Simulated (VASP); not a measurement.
Output of a VASP run:

**OSZICAR**
```
       N       E                     dE             d eps       ncg     rms          rms(c)
DAV:   1     0.204653547962E+03    0.20465E+03   -0.14953E+04   640   0.154E+03
DAV:   2    -0.225241481978E+02   -0.22718E+03   -0.22484E+03   840   0.393E+02
DAV:   3    -0.303472900444E+02   -0.78231E+01   -0.78183E+01   904   0.772E+01
DAV:   4    -0.305964752798E+02   -0.24919E+00   -0.24916E+00   928   0.102E+01
DAV:   5    -0.306013536670E+02   -0.48784E-02   -0.48784E-02   816   0.115E+00    0.249E+01
DAV:   6    -0.224308948393E+02    0.81705E+01   -0.48215E+01   760   0.538E+01    0.918E+00
DAV:   7    -0.224018671484E+02    0.29028E-01   -0.18784E+00   824   0.112E+01    0.610E+00
DAV:   8    -0.223628532024E+02    0.39014E-01   -0.21140E-01   880   0.465E+00    0.491E-01
DAV:   9    -0.223631077440E+02   -0.25454E-03   -0.15221E-02   896   0.912E-01    0.358E-01
DAV:  10    -0.223636392111E+02   -0.53147E-03   -0.46221E-03   904   0.719E-01    0.165E-01
DAV:  11    -0.223635950196E+02    0.44192E-04   -0.10840E-03   736   0.282E-01    0.822E-02
DAV:  12    -0.223635700487E+02    0.24971E-04   -0.15824E-04   840   0.967E-02    0.820E-03
DAV:  13    -0.223635703333E+02   -0.28466E-06   -0.27753E-06   688   0.181E-02    0.236E-03
DAV:  14    -0.223635705281E+02   -0.19476E-06   -0.62754E-07   888   0.537E-03    0.231E-03
DAV:  15    -0.223635704970E+02    0.31040E-07   -0.55841E-08   416   0.217E-03
   1 F= -.22363570E+02 E0= -.22363570E+02  d E =-.579217E-14
```

**OUTCAR**
```
------------------------ aborting loop because EDIFF is reached ----------------------------------------
  FORCE on cell =-STRESS in cart. coord.  units (eV):
  Direction    XX          YY          ZZ          XY          YZ          ZX
  --------------------------------------------------------------------------------------
  Total        3.1941253      3.1941253      3.1941253      0.0000000     -0.0000000      0.0000000
  in kB      154.6618403    154.6618403    154.6618403      0.0000000     -0.0000000      0.0000000
  external PRESSURE =     154.6618403 kB  Pullay stress =       0.0000000 kB
  volume of cell :       33.09
      direct lattice vectors                 reciprocal lattice vectors
     0.000000000  2.548099920  2.548099920    -0.196224644  0.196224644  0.196224644
     2.548099920  0.000000000  2.548099920     0.196224644 -0.196224644  0.196224644
     2.548099920  2.548099920  0.000000000     0.196224644  0.196224644 -0.196224644
 POSITION                                       TOTAL-FORCE (eV/Angst)
 -----------------------------------------------------------------------------------
      0.00000      0.00000      0.00000         0.000000      0.000000     -0.000000
      1.27405      1.27405      1.27405        -0.000000      0.000000     -0.000000
      3.82215      3.82215      3.82215         0.000000     -0.000000      0.000000
 -----------------------------------------------------------------------------------
    total drift:                                0.000000      0.000000      0.000000
  FREE ENERGIE OF THE ION-ELECTRON SYSTEM (eV)
  ---------------------------------------------------
  free  energy   TOTEN  =       -22.3635704970 eV

  energy  without entropy=      -22.3635704970  energy(sigma->0) =      -22.36357050
```
(Selected blocks of OUTCAR.)

### POSCAR
```
ZrO2
1
    0.0000000000     2.5480999202     2.5480999202
    2.5480999202     0.0000000000     2.5480999202
    2.5480999202     2.5480999202     0.0000000000
Zr O
1 2
Direct
  0.0000000000   0.0000000000   0.0000000000
  0.2500000000   0.2500000000   0.2500000000
  0.7500000000   0.7500000000   0.7500000000
```

### Question
Write an INCAR and KPOINTS that could have produced this output.

### Answer
One answer among several that fit: the input of the run itself, vdW-DF2, plane waves, VASP's PBE PAW potentials (set 64).

KPOINTS:
```
K-points
0
gamma
  7 7 7
```

### INCAR
```
SYSTEM = ZrO2
PREC = Accurate
ENCUT = 520
EDIFF = 1E-7
NELM = 100
ALGO = Normal
LREAL = .FALSE.
LASPH = .TRUE.
ISMEAR = 0
SIGMA = 0.05
GGA = ML
ZAB_VDW = -1.8867
LUSE_VDW = .TRUE.
AGGAC = 0.0
LMAXMIX = 4
LWAVE = .FALSE.
LCHARG = .FALSE.
ISIF = 2
```

POTCAR, in this order: Zr_sv O (PBE.64 set). Program: vasp_std.

The compound is ZrO2 in the fluorite structure, the high-temperature cubic form, which is unstable at 0 K; the monoclinic form is the stable one. This cell is one point of a volume scan, at 0.94 of the reference volume.
